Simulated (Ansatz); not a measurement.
System: L1₀ (CuAu-type) CoPt. Method: PBE-D4 (plane waves, PAW; Ansatz, an electronic-structure program).

Numerical settings: plane-wave cutoff 520 eV, 20×20×16 k mesh (along the axes of the cell as run), Fermi–Dirac smearing 0.05 eV, spin-polarised with parallel moments, scalar-relativistic PAW data made under PBE.

Equation-of-state points:

| V (Å³/atom) | E − E_lowest (meV/atom) | P (GPa) |
|---|---|---|
| 12.632 | 16.77 | 10.65 |
| 12.895 | 4.02 | 5.00 |
| 13.158 | 0.00 | -0.01 |
| 13.421 | 3.73 | -4.44 |
| 13.684 | 14.32 | -8.38 |

Problem. Estimate the bulk modulus from the pressures at 12.895 and 13.421 Å³/atom, and compare it with a fit to all energies.

Solution. B = −V dP/dV. Between V = 12.895 and 13.421 Å³/atom, dP/dV = (-4.44 − (5.00))/(13.421 − 12.895) = -17.9 GPa per Å³/atom; at the midpoint 13.158 Å³/atom this gives B ≈ 236 GPa. The third-order Birch–Murnaghan fit gives V0 = 13.158 Å³/atom, B0 = 236 GPa, B′ = 5.0, which lies within 1 % of that estimate.

Shape and atoms are relaxed at each volume.

Note: the bulk modulus comes from volumes at which shape and atoms were relaxed.

Spin–orbit coupling is not included.

Static lattice: no zero-point or thermal effects.

It cost very roughly 9 core-minutes of CPU time.
